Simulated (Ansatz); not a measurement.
Eigenvalues along a path: Ni (bcc type)

```yaml
crystal:
  lattice:
    - [-1.29757, 1.29757, 1.29757]
    - [1.29757, -1.29757, 1.29757]
    - [1.29757, 1.29757, -1.29757]
  atoms:
    - { symbol: Ni, position: [0.00000, 0.00000, 0.00000] }
```

The cell comes from a relaxation on PAW files under the same functional, begun from a prototype that needn't be the stable phase.

All numbers are PBE results (scalar-relativistic) from Ansatz 0.2.0, with a Γ-centred 21×21×21 k mesh, Fermi–Dirac smearing of 0.1 eV, no spin polarisation. Methods: LAPW: all electrons, basis error target 1 meV/atom.

This run: volume at 0.8 of the series' base cell.

Spin polarisation is left out, though a magnetic state may lie lower.

Path points, in fractions of the reciprocal vectors: Γ (0.000, 0.000, 0.000), H (0.500, -0.500, 0.500), N (0.000, 0.000, 0.500), P (0.250, 0.250, 0.250). The distance column jumps between branches of the path. Levels in eV from the Fermi level; bands 5 to 11, counted from the lowest band of the run. The gap is zero, the pressure 75.1 GPa.

```
# k(1/Å) point b5 b6 b7 b8 b9 b10 b11
0.000 Γ -10.57 -2.62 -2.62 -2.62 -0.80 -0.80 28.39
0.303 - -10.19 -2.63 -2.63 -2.52 -0.98 -0.73 26.48
0.605 - -9.10 -2.61 -2.61 -2.22 -1.51 -0.54 23.75
0.908 - -7.49 -2.47 -2.47 -2.29 -1.76 -0.21 21.56
1.211 - -5.87 -3.22 -2.14 -2.14 -1.22 0.52 19.69
1.513 - -5.03 -4.12 -1.56 -1.56 -0.66 2.36 16.54
1.816 - -5.08 -4.88 -0.80 -0.80 -0.19 5.42 13.85
2.118 - -5.39 -5.37 -0.07 -0.07 0.14 9.00 11.93
2.421 H -5.54 -5.54 0.25 0.25 0.25 11.20 11.20
2.635 - -5.46 -5.46 0.01 0.08 0.26 10.54 10.86
2.849 - -5.24 -5.22 -0.60 -0.39 0.30 9.10 10.16
3.063 - -4.98 -4.81 -1.39 -0.98 0.35 7.43 9.51
3.277 - -4.86 -4.23 -2.21 -1.42 0.41 5.73 9.04
3.491 - -5.06 -3.49 -2.93 -1.46 0.47 4.07 8.75
3.705 - -5.44 -3.48 -2.60 -1.22 0.52 2.51 8.60
3.919 - -5.76 -3.83 -1.55 -0.95 0.56 1.05 8.53
4.133 N -5.88 -3.95 -0.84 -0.56 -0.08 0.57 8.51
4.347 - -5.92 -3.90 -0.95 -0.61 -0.57 0.42 9.50
4.561 - -6.14 -3.77 -1.91 -0.89 -0.61 0.02 11.86
4.775 - -6.79 -3.56 -2.66 -1.01 -0.66 -0.55 14.85
4.989 - -7.84 -3.31 -2.84 -1.17 -1.09 -0.72 18.13
5.203 - -8.93 -3.05 -2.75 -1.75 -1.08 -0.76 21.48
5.417 - -9.81 -2.83 -2.66 -2.22 -0.99 -0.78 24.66
5.631 - -10.37 -2.68 -2.63 -2.52 -0.86 -0.80 27.25
5.845 Γ -10.57 -2.62 -2.62 -2.62 -0.80 -0.80 28.39
6.107 - -10.28 -2.68 -2.68 -2.44 -0.84 -0.84 27.16
6.369 - -9.45 -2.88 -2.88 -1.91 -0.89 -0.89 24.42
6.631 - -8.18 -3.20 -3.20 -1.06 -0.89 -0.89 21.34
6.894 - -6.64 -3.57 -3.57 -0.81 -0.81 0.11 18.40
7.156 - -5.14 -3.86 -3.86 -0.70 -0.70 1.67 15.73
7.418 - -4.10 -4.02 -4.02 -0.60 -0.60 3.80 13.38
7.680 - -4.03 -4.03 -3.73 -0.54 -0.54 6.58 11.36
7.942 P -3.90 -3.90 -3.90 -0.51 -0.51 9.71 9.71
8.204 - -4.25 -3.73 -3.73 -0.53 -0.53 8.50 8.50
8.466 - -4.44 -3.63 -3.63 -0.59 -0.59 7.79 7.79
8.728 - -4.24 -3.73 -3.73 -0.60 -0.60 7.64 7.64
8.990 - -4.08 -4.08 -3.58 -0.50 -0.50 8.00 8.00
9.252 - -4.59 -4.59 -2.52 -0.27 -0.27 8.74 8.74
9.514 - -5.08 -5.08 -1.27 -0.02 -0.02 9.73 9.73
9.777 - -5.42 -5.42 -0.19 0.18 0.18 10.72 10.72
10.039 H -5.54 -5.54 0.25 0.25 0.25 11.20 11.20
12.135 P -3.90 -3.90 -3.90 -0.51 -0.51 9.71 9.71
12.287 - -4.03 -3.99 -3.70 -0.53 -0.51 8.30 9.54
12.438 - -4.23 -4.09 -3.42 -0.56 -0.52 6.94 9.21
12.589 - -4.57 -4.10 -3.04 -0.62 -0.53 5.65 8.93
12.741 - -4.96 -4.08 -2.58 -0.68 -0.53 4.43 8.73
12.892 - -5.33 -4.04 -2.02 -0.75 -0.54 3.27 8.62
13.043 - -5.62 -3.99 -1.37 -0.80 -0.55 2.20 8.55
13.195 - -5.81 -3.96 -0.83 -0.65 -0.56 1.23 8.52
13.346 N -5.88 -3.95 -0.84 -0.56 -0.08 0.57 8.51
```
